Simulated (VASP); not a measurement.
Write the native input for VASP 6.6.1 that does the following.

| Item | Value |
| --- | --- |
| Task | work function |
| Functional | r2SCAN |
| Dispersion | rVV10 |
| Potentials or basis | VASP PAW PBE potentials, release 64 (Ir) |
| Cutoff | 520 eV |
| k mesh | 16 × 16 × 1 |
| Occupations | methfessel-paxton, width 0.1 eV |
| Spin | no spin polarisation |
| Dipole correction | yes |
| Further INCAR settings | ALGO = Normal; EDIFF = 1e-06 |

The structure of Ir lies in POSCAR:

```
Ir                                      
1.0
    2.6997849600      0.0000000000      0.0000000000
   -1.3498924800      2.3380823200      0.0000000000
    0.0000000000      0.0000000000     27.4644866300
  Ir            
     4
Direct
     0.3333340000000007    0.6666659999999993    0.3800361717726253
     0.0000000000000000    0.0000000000000000    0.4599484281775485
     0.6666669999999968    0.3333330000000032    0.5400515718224516
     0.3333340000000007    0.6666659999999993    0.6199638282273746
```

The cell was built by a generator and needn't be a form met in nature.

One way to write it, as run:

INCAR

```
PREC = Accurate
ENCUT = 520
EDIFF = 1E-6
ISMEAR = 1
SIGMA = 0.1
LREAL = False
LASPH = True
NELM = 60
ALGO = Normal
ISIF = 2
LWAVE = False
LCHARG = True
LDIPOL = True
IDIPOL = 3
DIPOL = 0.5 0.5 0.500
METAGGA = R2SCAN
LMIXTAU = True
LUSE_VDW = True
IVDW_NL = 2
BPARAM = 11.95
CPARAM = 0.0093
LELF = True
LVHAR = True
LVACPOTAV = True
```

KPOINTS

```
regular mesh
0
Gamma
  16 16 1
```

Potentials or basis: VASP PAW PBE potentials, release 64 (Ir).

The run is started by

```sh
$ cat potpaw_PBE.64/Ir/POTCAR > POTCAR
$ mpirun -np 1 vasp_std > vasp.out
```

Results of the run:

```
Largest force                   : 0.106 eV/Å
Band gap on the k mesh          : none (metal or under the smearing width)
Work function of the upper face : 5.93 eV
Work function of the lower face : 5.93 eV
```

Caveat: the PAW data sets were made with another functional, which shifts forces and pressure a little.

Wall time 31 min on 1 thread of Intel(R) Xeon(R) Platinum 8259CL CPU @ 2.50GHz (Skylake/Cascade Lake), on a shared host, peak memory 0.65 GiB.
